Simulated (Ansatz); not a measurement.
# Ta: equation of state, part 2 of 2

Aim: scale the cell of Ta up and down at fixed shape and fractional positions, and get the equilibrium volume and bulk modulus with LAPW, PAW and all-electron datasets made for the crystal.

Ansatz 0.2.0; DFT PBEsol; a database cell (COD). «Crystal datasets» are all-electron PAW datasets made for this crystal.

## (10) Volume × 1.02, crystal datasets

input.yaml

```yaml
crystal:
  lattice:
    - [-1.6622159478, 1.6622159478, 1.6622159478]
    - [1.6622159478, -1.6622159478, 1.6622159478]
    - [1.6622159478, 1.6622159478, -1.6622159478]
  atoms:
    - { symbol: Ta, position: [0.0, 0.0, 0.0] }
kpoints:
  mp_grid: { grid: [15, 15, 15] }
scf:
  occupations: { method: fermi_dirac, width: 0.05 }
hamiltonian:
  xc: pbesol
  pseudopotentials: { kind: all_electron, datasets: crystal }
output:
  forces: true
  stress: true
  eigenvalues: true
  efg: { contact_densities: true }
```

Launch:

```bash
> ansatz run input.yaml --threads 1 --pin off --max-ram 3072MiB --backend cpu --events-out ev --progress --plain --runs-dir out
```

The program printed, cut to the lines that bear on the results:

```text
[...]
Ta: output.efg is read without spin–orbit coupling, which moves field gradients at and beside such atoms by some per cent and up to a factor of two; PAW files take it under magnetization.noncollinear and magnetization.spin_orbit
[...]
Pseudopotentials: kind: all_electron
Pseudopotential: Ta, paw, valence charge 27, recommended cutoff 240 eV (normal), Koelling and Harmon's equation, gaussian nucleus
Functional definition: PBEsol
[...]
Crystal: 1 atoms, lattice volume = 18.371 Å³
Basis set: ecut = 240 eV, 141 PW (Γ), exchange–correlation on 30×30×30 points (8 copies of the dense FFT grid, shifted against one another)
Bands: 11, of which v1, the nominal top of the filled ones, is band 7 counted from 1 (6 counted from 0)
Symmetry: 48 space group operations
Space group: Im-3m (ITA 229), of the structure as read, at distance tolerance 2.6e-5 Å
k-points: 120 of 3375
[...]
Fermi energy:    24.102615 eV
[...]
  The terms above E_closure are by the made datasets' own strengths, without shells solved beside the bands.
--- Forces (eV/Å), atoms counted from 1 ---
  atom   1  Ta    -0.00000000     0.00000000    -0.00000000
[...]
--- Stress (GPa, compression-positive) ---
       -7.729935       0.000000       0.000000
        0.000000      -7.729935       0.000000
       -0.000000       0.000000      -7.729935
  P = ⅓ Tr σ = -7.7299 GPa (-77.299 kbar)
  It holds what live shells' own plane waves past their cutoff add
--- PAW observables at the nuclei: V_zz in 10²¹ V/m², potentials from the cell's mean, atoms counted from 1 ---
  atom   1  Ta V_zz =    -0.000000   η = 0.0000   by run symmetry: forbidden
            electrostatic potential = -14498.202871 V   contact ρ = 8140270.105998 e/Å³
--- Band table (eV; the first three rows and the last of 120) ---
  k-point 0: bands = ["-43.0050", "-8.9714", "-8.9714", "-8.9714", "16.2691", "24.8206", "24.8206", "24.8206", "28.0207"]
[...]
```

Wall time 8.4 s (1 thread of Intel Xeon Platinum 8488C (Sapphire Rapids), shared host); peak memory 0.49 GiB.

In short: pressure -7.73 GPa; no gap.

## (11) Volume × 1.06, LAPW

input.yaml

```yaml
crystal:
  lattice:
    - [-1.6836662614, 1.6836662614, 1.6836662614]
    - [1.6836662614, -1.6836662614, 1.6836662614]
    - [1.6836662614, 1.6836662614, -1.6836662614]
  atoms:
    - { symbol: Ta, position: [0.0, 0.0, 0.0] }
kpoints:
  mp_grid: { grid: [15, 15, 15] }
  band_path:
    path:
      - [0.0, 0.0, 0.0]
      - [0.5, -0.5, 0.5]
      - [0.0, 0.0, 0.5]
      - [0.0, 0.0, 0.0]
      - [0.25, 0.25, 0.25]
      - [0.5, -0.5, 0.5]
      - [0.25, 0.25, 0.25]
      - [0.0, 0.0, 0.5]
    npoints: 5
scf:
  occupations: { method: fermi_dirac, width: 0.05 }
hamiltonian:
  xc: pbesol
  pseudopotentials: { kind: all_electron, lapw: { basis_error: 0.00025 } }
output:
  forces: true
  stress: true
  eigenvalues: true
```

Launch:

```bash
> ansatz run input.yaml --threads 1 --pin off --max-ram 3072MiB --backend cpu --events-out ev --progress --plain --runs-dir out
```

The program printed, cut to the lines that bear on the results:

```text
LAPW: plane waves up to 8.720 Å⁻¹, error target 2.5e-4 eV per atom; small_component_spin mean_spin; Ta in spheres of 1.458 Å, 43 of its electrons in bands, Dirac shells []
[...]
[... 3 set-up lines as earlier in the session ...]
[...]
Crystal: 1 atoms, lattice volume = 19.091 Å³
Basis set: ecut = 289.71219571448376 eV, 201 PW (Γ), exchange–correlation at level 2
Bands: 26, of which v1, the nominal top of the filled ones, is band 22 counted from 1 (21 counted from 0)
[... 1 set-up line as earlier in the session ...]
Space group: Im-3m (ITA 229), of the structure as read, at distance tolerance 2.7e-5 Å
k-points: 120 of 3375
[...]
SCF iter   1: F=—  HF=-424443.486818 eV  |F-HF|=—  |Δ(HF+E_count)|=         —  Δρ=2.66e-2  dr2=9.27e-2  ethr=2.15e-4  ⟨swp⟩=2.9  Hψ=19257  notcnv=0
[...]
the basis was enlarged: its passes take 496.0 KiB over the memory plan, 1 of 1 planned eigensolver slots
[...]
SCF iter   8: F=-424443.315513 eV  HF=-424443.315513 eV  |F-HF|=2.39e-9  |Δ(HF+E_count)|=   3.20e-8  Δρ=6.35e-6  dr2=2.32e-9  ethr=9.96e-10  ⟨swp⟩=2.0  Hψ=9320  notcnv=0
[...]
NSCF: frozen V_eff on 36 k-points
SCF converged after 8 iterations
Free energy (F): -424443.315513 eV
[...]
E sigma→0 (E₀):  -424443.309268 eV
Entropy (-TS):   -0.012491 eV (-12.491 meV/atom)
Fermi energy:    23.086181 eV
[...]
--- Forces (eV/Å), atoms counted from 1 ---
  atom   1  Ta    -0.00000000     0.00000000     0.00000000
[...]
--- Stress (GPa, compression-positive) ---
      -13.927268      -0.000000       0.000000
       -0.000000     -13.927268      -0.000000
        0.000000      -0.000000     -13.927268
  P = ⅓ Tr σ = -13.9273 GPa (-139.273 kbar)
--- Band table (eV; the first three rows and the last of 120) ---
[... band rows left out ...]
[...]
```

It took 16 s on 1 thread of Intel Xeon Platinum 8488C (Sapphire Rapids), shared host; peak memory 0.43 GiB.

Result: pressure -13.93 GPa; no gap.

## (12) Volume × 1.06, PAW

input.yaml

```yaml
crystal:
  lattice:
    - [-1.6836662614, 1.6836662614, 1.6836662614]
    - [1.6836662614, -1.6836662614, 1.6836662614]
    - [1.6836662614, 1.6836662614, -1.6836662614]
  atoms:
    - { symbol: Ta, position: [0.0, 0.0, 0.0] }
kpoints:
  mp_grid: { grid: [15, 15, 15] }
scf:
  occupations: { method: fermi_dirac, width: 0.05 }
hamiltonian:
  xc: pbesol
  pseudopotentials: { kind: paw }
output:
  forces: true
  stress: true
  eigenvalues: true
  efg: { contact_densities: true }
```

Launch:

```bash
> ansatz run input.yaml --threads 1 --pin off --max-ram 3072MiB --backend cpu --events-out ev --progress --plain --runs-dir out
```

The program printed, cut to the lines that bear on the results:

```text
Ta: output.efg is read without spin–orbit coupling, which moves field gradients at and beside such atoms by some per cent and up to a factor of two; PAW files take it under magnetization.noncollinear and magnetization.spin_orbit
[...]
[... 3 set-up lines as earlier in the session ...]
[...]
Crystal: 1 atoms, lattice volume = 19.091 Å³
Basis set: ecut = 420 eV, 369 PW (Γ), exchange–correlation on 40×40×40 points (8 copies of the dense FFT grid, shifted against one another)
Bands: 11, of which v1, the nominal top of the filled ones, is band 7 counted from 1 (6 counted from 0)
[... 2 set-up lines as earlier in the session ...]
k-points: 120 of 3375
[...]
SCF converged after 6 iterations
Free energy (F): -9806.437054 eV
[...]
E sigma→0 (E₀):  -9806.430808 eV
Entropy (-TS):   -0.012493 eV (-12.493 meV/atom)
Fermi energy:    17.267315 eV
[...]
--- Forces (eV/Å), atoms counted from 1 ---
  atom   1  Ta     0.00000000     0.00000000     0.00000000
[...]
--- Stress (GPa, compression-positive) ---
      -13.944997       0.000000       0.000000
       -0.000000     -13.944997      -0.000000
       -0.000000       0.000000     -13.944997
  P = ⅓ Tr σ = -13.9450 GPa (-139.450 kbar)
--- PAW observables at the nuclei: V_zz in 10²¹ V/m², potentials from the cell's mean, atoms counted from 1 ---
  atom   1  Ta V_zz =    -0.000000   η = 0.0000   by run symmetry: forbidden
            electrostatic potential = -14499.789131 V   contact ρ = 8144240.215864 e/Å³
--- Band table (eV; the first three rows and the last of 120) ---
  k-point 0: bands = ["-49.9315", "-15.9407", "-15.9407", "-15.9407", "9.5895", "17.9893", "17.9893", "17.9893", "21.0563", "21.0563", "31.6763"]
[...]
```

Run time: 2.5 s. Hardware: 1 thread of Intel Xeon Platinum 8488C (Sapphire Rapids), shared host; peak memory 0.38 GiB.

This run gives: pressure -13.94 GPa; no gap.

## (13) Volume × 1.06, crystal datasets

Edit input.yaml of step 12 so:

```diff
@@ -13,3 +13,3 @@
   xc: pbesol
-  pseudopotentials: { kind: paw }
+  pseudopotentials: { kind: all_electron, datasets: crystal }
 output:
```

Launch:

```bash
> ansatz run input.yaml --threads 1 --pin off --max-ram 3072MiB --backend cpu --events-out ev --progress --plain --runs-dir out
```

The program printed, cut to the lines that bear on the results:

```text
[...]
Ta: output.efg is read without spin–orbit coupling, which moves field gradients at and beside such atoms by some per cent and up to a factor of two; PAW files take it under magnetization.noncollinear and magnetization.spin_orbit
[...]
[... 3 set-up lines as earlier in the session ...]
[...]
Crystal: 1 atoms, lattice volume = 19.091 Å³
Basis set: ecut = 240 eV, 177 PW (Γ), exchange–correlation on 30×30×30 points (8 copies of the dense FFT grid, shifted against one another)
Bands: 11, of which v1, the nominal top of the filled ones, is band 7 counted from 1 (6 counted from 0)
[... 2 set-up lines as earlier in the session ...]
k-points: 120 of 3375
[...]
Fermi energy:    23.086195 eV
[...]
  The terms above E_closure are by the made datasets' own strengths, without shells solved beside the bands.
--- Forces (eV/Å), atoms counted from 1 ---
  atom   1  Ta    -0.00000000     0.00000000     0.00000000
[...]
--- Stress (GPa, compression-positive) ---
      -13.926183      -0.000000      -0.000000
       -0.000000     -13.926183       0.000000
       -0.000000       0.000000     -13.926183
  P = ⅓ Tr σ = -13.9262 GPa (-139.262 kbar)
  It holds what live shells' own plane waves past their cutoff add
--- PAW observables at the nuclei: V_zz in 10²¹ V/m², potentials from the cell's mean, atoms counted from 1 ---
  atom   1  Ta V_zz =    -0.000000   η = 0.0000   by run symmetry: forbidden
            electrostatic potential = -14497.049483 V   contact ρ = 8140261.584883 e/Å³
--- Band table (eV; the first three rows and the last of 120) ---
  k-point 0: bands = ["-44.1171", "-10.1292", "-10.1292", "-10.1292", "15.4059", "23.8043", "23.8043", "23.8043", "26.8719"]
[...]
```

Run time: 9.3 s. Hardware: 1 thread of Intel Xeon Platinum 8488C (Sapphire Rapids), shared host; peak memory 0.5 GiB.

Result: pressure -13.93 GPa; no gap.

## (14) Fits

```
          method  volume (Å³/atom)  F above the lowest (meV/atom)  pressure (GPa)
            LAPW            17.290                            3.2            4.25
            LAPW            17.830                            0.0           -2.20
            LAPW            18.371                           17.0           -7.73
            LAPW            19.091                           66.1          -13.93
             PAW            17.290                            3.6            4.42
             PAW            17.830                            0.0           -2.10
             PAW            18.371                           16.8           -7.69
             PAW            19.091                           65.8          -13.94
crystal datasets            17.290                              –            4.25
crystal datasets            17.830                              –           -2.20
crystal datasets            18.371                              –           -7.73
crystal datasets            19.091                              –          -13.93
```

## (15) What came out

This closing draws on all 2 parts.

| quantity | value |
| --- | --- |
| equilibrium volume (LAPW) | 17.637 Å³/atom |
| bulk modulus (LAPW) | 206 GPa |
| its pressure derivative (LAPW) | 4.0 |
| equilibrium volume (PAW) | 17.647 Å³/atom |
| bulk modulus (PAW) | 207 GPa |
| its pressure derivative (PAW) | 4.0 |
| equilibrium volume (crystal datasets) | 17.637 Å³/atom |
| bulk modulus (crystal datasets) | 206 GPa |
| its pressure derivative (crystal datasets) | 4.0 |

By LAPW, the pressure vanishes at 17.64 Å³/atom (-2.1 % from the starting cell) and the bulk modulus there is 206 GPa (Birch-Murnaghan, third order). Against the measured bulk modulus of Ta, 194 GPa (quoted in “Pressure effects on the electronic structure and superconductivity of (TaNb)0.67(HfZrTi)0.33 high entropy alloy”, 2019, arxiv:1910.08312), the calculated 206 GPa is off by +6.1 %. The calculation is for a static lattice at 0 K; heat and zero-point motion mostly soften a crystal. PAW's volume lies +0.06 % and its modulus +0.8 % from LAPW's. No thermal or zero-point expansion is included. Spin-orbit coupling is left out, though the cell holds Ta; in elements this heavy it can shift bands and gaps by tenths of an eV.
